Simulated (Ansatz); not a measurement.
All numbers below come from Ansatz 0.2.0, DFT PBE, scalar-relativistic, plane waves, PAW. Settings: cutoff 420 eV, Γ-centred meshes spaced at most about 0.3 Å⁻¹, and about 0.25 Å⁻¹ or finer for metals (2π included), Gaussian smearing. No spin polarisation.

These are static total energies at zero pressure.

Compare these two cells of SnTe5, each relaxed at this level.

A.

```
CELL_PARAMETERS angstrom
0.00000 4.51214 4.51214
4.51214 0.00000 4.51214
4.51214 4.51214 0.00000
ATOMIC_POSITIONS crystal
Sn 0.00000 0.00000 0.00000
Te 0.25000 0.25000 0.25000
Te 0.62418 0.62418 0.62418
Te 0.12746 0.62418 0.62418
Te 0.62418 0.12746 0.62418
Te 0.62418 0.62418 0.12746
```

B.

```
CELL_PARAMETERS angstrom
3.62248 2.09144 4.28129
-3.62248 2.09144 4.28129
0.00000 -4.18288 4.28129
ATOMIC_POSITIONS crystal
Sn 0.50000 0.50000 0.50000
Te 0.34699 0.00000 0.65301
Te 0.82614 0.82614 0.82614
Te 0.00000 0.65301 0.34699
Te 0.65301 0.34699 0.00000
Te 0.17386 0.17386 0.17386
```

Question: Which is lower in energy, and by how much?

Answer: B is lower, by 0.34 eV/atom. A has space group F-43m (No. 216), 30.6 Å³/atom and no gap on its mesh; B has space group R32 (No. 155), 32.4 Å³/atom and no gap. Counting Te atoms around Sn (those within 1.25 times the shortest such distance or 1.15 times the sum of covalent radii; the shortest distance is added where it is long for a bond), A has Sn 16 from 3.7 Å and B has Sn 6. The lower one is the more open, so pressure narrows the difference. Even the lower one lies +0.09 eV/atom against the reference forms of the elements (uncorrected), so neither is stable at this level. In A, Sn has 16 Te at 3.74–3.91 Å; Te on a site of symmetry -43m is surrounded by 12 Te at 3.74 Å and 4 Sn at 3.91 Å; Te on a site of symmetry 3m is surrounded by 6 Te at 3.17–3.21 Å, 3 Te at 3.74 Å and 3 Sn at 3.74 Å. In B, Sn is surrounded by 6 Te at 3.19 Å; Te on a site of symmetry 2 has 2 Te at 3.13 Å, 2 Sn at 3.19 Å and 2 Te at 3.36 Å; around Te on a site of symmetry 3 lie 3 Te at 3.13 Å and 3 Te at 3.36 Å. Both come from invented guesses.

These runs have no spin–orbit coupling, which can matter for Te. Cells relaxed within their symmetry can be saddle points.
